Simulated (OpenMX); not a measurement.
# GaSb (F-43m) in OpenMX: further runs, part 2 of 2

OpenMX 3.8.5.

### Step 3. Single point, PBE, 28.62 Å³/atom

GaSb.dat

```
System.CurrrentDirectory             ./
System.Name                          GaSb
DATA.PATH                            ./DFT_DATA13
level.of.stdout                      1
level.of.fileout                     0
Species.Number                       2
<Definition.of.Atomic.Species
  Sb  Sb7.0-s3p2d2f1         Sb_PBE13
  Ga  Ga7.0-s3p2d2f1         Ga_PBE13
Definition.of.Atomic.Species>

Atoms.Number                         2
Atoms.SpeciesAndCoordinates.Unit     FRAC
<Atoms.SpeciesAndCoordinates
    1  Sb    0.7500000000    0.7500000000    0.7500000000   7.500  7.500
    2  Ga    0.0000000000    0.0000000000    0.0000000000   6.500  6.500
Atoms.SpeciesAndCoordinates>

Atoms.UnitVectors.Unit               Ang
<Atoms.UnitVectors
     0.0000000000    3.0590000000    3.0590000000
     3.0590000000    0.0000000000    3.0590000000
     3.0590000000    3.0590000000    0.0000000000
Atoms.UnitVectors>

scf.XcType                           GGA-PBE
scf.SpinPolarization                 off
scf.ElectronicTemperature            580.226
scf.energycutoff                     500.0
scf.maxIter                          100
scf.EigenvalueSolver                 band
scf.Kgrid                            9 9 9
scf.Mixing.Type                      rmm-diisk
scf.Init.Mixing.Weight               0.05
scf.Min.Mixing.Weight                0.001
scf.Max.Mixing.Weight                0.3
scf.Mixing.History                   25
scf.Mixing.StartPulay                8
scf.criterion                        1.0e-8
MD.Type                              nomd
```

Potentials or basis: OpenMX 2013 PBE set, Sb7.0-s3p2d2f1, Ga7.0-s3p2d2f1, fixed grid of 48 × 48 × 48 points.

Started as:

```
$ openmx GaSb.dat -nt 1 > GaSb.std
```

It took 1.8 min on 1 thread of Arm Neoverse V1, shared host; peak memory 0.96 GiB.

Results (log left out):

- Free energy: -4448.8155 eV
- Band gap on the k mesh: none (metal or under the smearing width)
- Mulliken charges: Sb +0.59; Ga -0.59 e

Caveat: Mulliken charges move with the basis; the basis of atomic orbitals isn't converged, which shifts pressures, moduli and gaps.

### Step 4. Single point, PBE, 28.05 Å³/atom (volume scaled by 0.98)

Changes to GaSb.dat since step 3:

```diff
@@ -20,5 +20,5 @@
 <Atoms.UnitVectors
-     0.0000000000    3.0590000000    3.0590000000
-     3.0590000000    0.0000000000    3.0590000000
-     3.0590000000    3.0590000000    0.0000000000
+     0.0000000000    3.0384691801    3.0384691801
+     3.0384691801    0.0000000000    3.0384691801
+     3.0384691801    3.0384691801    0.0000000000
 Atoms.UnitVectors>
@@ -28,3 +28,2 @@
 scf.ElectronicTemperature            580.226
-scf.energycutoff                     500.0
 scf.maxIter                          100
@@ -40 +39,3 @@
 MD.Type                              nomd
+scf.Ngrid                            48 48 48
+scf.energycutoff                     500.0
```

Started as:

```
$ openmx GaSb.dat -nt 1 > GaSb.std
```

It took 1.8 min on 1 thread of Arm Neoverse V1, shared host; peak memory 0.97 GiB.

It converged, with:

- Free energy: -4448.7822 eV
- Band gap on the k mesh: 0.15 eV, direct
- Mulliken charges: Sb +0.56; Ga -0.56 e

Caveat: Mulliken charges move with the basis; spin-orbit coupling is left out, which moves the levels of the heavy elements; an odd mesh through Γ misses points on the zone boundary, where band edges often lie; the basis of atomic orbitals isn't converged, which shifts pressures, moduli and gaps.

### Step 5. Single point, PBE, 29.20 Å³/atom (volume scaled by 1.02)

Changes to GaSb.dat since step 4:

```diff
@@ -20,5 +20,5 @@
 <Atoms.UnitVectors
-     0.0000000000    3.0384691801    3.0384691801
-     3.0384691801    0.0000000000    3.0384691801
-     3.0384691801    3.0384691801    0.0000000000
+     0.0000000000    3.0792588685    3.0792588685
+     3.0792588685    0.0000000000    3.0792588685
+     3.0792588685    3.0792588685    0.0000000000
 Atoms.UnitVectors>
```

Started as:

```
$ openmx GaSb.dat -nt 1 > GaSb.std
```

It took 1.8 min on 1 thread of Arm Neoverse V1, shared host; peak memory 0.95 GiB.

Results (log left out):

| Property | Result |
| --- | --- |
| Free energy | -4448.8393 eV |
| Band gap on the k mesh | none (metal or under the smearing width) |
| Mulliken charges | Sb +0.61; Ga -0.61 e |

Caveat: Mulliken charges move with the basis; the basis of atomic orbitals isn't converged, which shifts pressures, moduli and gaps.

### Step 6. Single point, PBE, 27.48 Å³/atom (volume scaled by 0.96)

Changes to GaSb.dat since step 5:

```diff
@@ -20,5 +20,5 @@
 <Atoms.UnitVectors
-     0.0000000000    3.0792588685    3.0792588685
-     3.0792588685    0.0000000000    3.0792588685
-     3.0792588685    3.0792588685    0.0000000000
+     0.0000000000    3.0176570942    3.0176570942
+     3.0176570942    0.0000000000    3.0176570942
+     3.0176570942    3.0176570942    0.0000000000
 Atoms.UnitVectors>
```

Potentials or basis: OpenMX 2013 PBE set, Sb7.0-s3p2d2f1, Ga7.0-s3p2d2f1, fixed grid of 48 × 48 × 48 points.

Started as:

```
$ openmx GaSb.dat -nt 1 > GaSb.std
```

Run time: 2.1 min. Hardware: 1 thread of Arm Neoverse V1, shared host; peak memory 1 GiB.

The run converged. Its results:

```yaml
Free_energy: -4448.7402 eV
Band_gap_on_the_k_mesh: 0.30 eV, direct
Mulliken_charges: Sb +0.54; Ga -0.54 e
```

Caveat: Mulliken charges move with the basis; spin-orbit coupling is left out, which moves the levels of the heavy elements; an odd mesh through Γ misses points on the zone boundary, where band edges often lie; the basis of atomic orbitals isn't converged, which shifts pressures, moduli and gaps.

### Step 7. Single point, PBE, 29.77 Å³/atom (volume scaled by 1.04)

Changes to GaSb.dat since step 6:

```diff
@@ -20,5 +20,5 @@
 <Atoms.UnitVectors
-     0.0000000000    3.0176570942    3.0176570942
-     3.0176570942    0.0000000000    3.0176570942
-     3.0176570942    3.0176570942    0.0000000000
+     0.0000000000    3.0992546163    3.0992546163
+     3.0992546163    0.0000000000    3.0992546163
+     3.0992546163    3.0992546163    0.0000000000
 Atoms.UnitVectors>
```

Started as:

```
$ openmx GaSb.dat -nt 1 > GaSb.std
```

Run time: 1.7 min. Hardware: 1 thread of Arm Neoverse V1, shared host; peak memory 0.94 GiB.

The run converged. Its results:

| Property | Result |
| --- | --- |
| Free energy | -4448.8556 eV |
| Band gap on the k mesh | none (metal or under the smearing width) |
| Mulliken charges | Sb +0.62; Ga -0.62 e |

Caveat: Mulliken charges move with the basis; the basis of atomic orbitals isn't converged, which shifts pressures, moduli and gaps.

### Step 8. Single point, PBE, 26.91 Å³/atom (volume scaled by 0.94)

Changes to GaSb.dat since step 7:

```diff
@@ -20,5 +20,5 @@
 <Atoms.UnitVectors
-     0.0000000000    3.0992546163    3.0992546163
-     3.0992546163    0.0000000000    3.0992546163
-     3.0992546163    3.0992546163    0.0000000000
+     0.0000000000    2.9965539066    2.9965539066
+     2.9965539066    0.0000000000    2.9965539066
+     2.9965539066    2.9965539066    0.0000000000
 Atoms.UnitVectors>
```

Started as:

```
$ openmx GaSb.dat -nt 1 > GaSb.std
```

It took 2.2 min on 1 thread of Arm Neoverse V1, shared host; peak memory 1 GiB.

The run converged. Its results:

* Free energy: -4448.6877 eV
* Band gap on the k mesh: 0.45 eV, direct
* Mulliken charges: Sb +0.51; Ga -0.51 e

Caveat: Mulliken charges move with the basis; spin-orbit coupling is left out, which moves the levels of the heavy elements; an odd mesh through Γ misses points on the zone boundary, where band edges often lie; the basis of atomic orbitals isn't converged, which shifts pressures, moduli and gaps.

### Step 9. Single point, PBE, 30.34 Å³/atom (volume scaled by 1.06)

Changes to GaSb.dat since step 8:

```diff
@@ -20,5 +20,5 @@
 <Atoms.UnitVectors
-     0.0000000000    2.9965539066    2.9965539066
-     2.9965539066    0.0000000000    2.9965539066
-     2.9965539066    2.9965539066    0.0000000000
+     0.0000000000    3.1189956238    3.1189956238
+     3.1189956238    0.0000000000    3.1189956238
+     3.1189956238    3.1189956238    0.0000000000
 Atoms.UnitVectors>
```

Potentials or basis: OpenMX 2013 PBE set, Sb7.0-s3p2d2f1, Ga7.0-s3p2d2f1, fixed grid of 48 × 48 × 48 points.

Started as:

```
$ openmx GaSb.dat -nt 1 > GaSb.std
```

Wall time 1.7 min (1 thread of Arm Neoverse V1, shared host); peak memory 0.93 GiB.

The run converged. Its results:

| Quantity | Value |
| --- | --- |
| Free energy | -4448.8660 eV |
| Band gap on the k mesh | none (metal or under the smearing width) |
| Mulliken charges | Sb +0.64; Ga -0.64 e |

Caveat: Mulliken charges move with the basis; the basis of atomic orbitals isn't converged, which shifts pressures, moduli and gaps.

### Step 10. Equation of state, PBE

Potentials or basis: OpenMX 2013 PBE set, Sb7.0-s3p2d2f1, Ga7.0-s3p2d2f1, fixed grid of 48 × 48 × 48 points.

No new run: the results of the series are fitted here.

What came out:

| Property | Result |
| --- | --- |
| Equilibrium volume | 31.02 Å³/atom (rough: see the caveat) |
| Bulk modulus | 40 GPa (rough) |

Energy against volume, from the lowest point:
| volume (Å³/atom) | energy (meV/atom) |
| --- | --- |
| 26.907 | 89.14 |
| 27.480 | 62.89 |
| 28.052 | 41.90 |
| 28.625 | 25.23 |
| 29.197 | 13.33 |
| 29.770 | 5.20 |
| 30.342 | 0.00 |

Caveat: the minimum lies outside the volumes run; volumes in these bases differ from converged ones by about 1 %, for some elements by several; the basis of atomic orbitals isn't converged, which shifts pressures, moduli and gaps.
